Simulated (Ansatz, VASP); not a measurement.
## HgTe in VASP and in Ansatz

```
Hg Te
1.0
     0.00000    2.97291    2.97291
     2.97291    0.00000    2.97291
     2.97291    2.97291    0.00000
Hg Te
1 1
Cartesian
  0.0000 0.0000 0.0000
  2.9729 2.9729 2.9729
```

Alike in both runs: functional LDA; k mesh 9 × 9 × 9; occupations fermi-dirac, width 0.1 eV; no spin polarisation.

Ansatz relaxed the structure, and its values are those at the end. VASP's run is a single point on that final structure, the one shown.

```csv
,VASP,Ansatz
version,VASP 6.6.1,Ansatz 0.2.0
potentials or method,"VASP PAW LDA potentials, release 64 (Hg, Te)",PAW plane waves
plane-wave cutoff (eV),520,420
valence electrons in the cell,18,36
```

```csv
,VASP,Ansatz,Ansatz less VASP
gap on the k mesh at the Fermi level (eV),none,none,-
pressure (GPa),0.4,0.0,-0.43
```

A gap of «none» marks a metal or a gap that the smearing closes. The two sets of potentials don't hold the same shells in valence. Ansatz warned: «pseudo_functional_mismatch».

The runs have no spin-orbit coupling, so splittings on Hg, Te are missing.
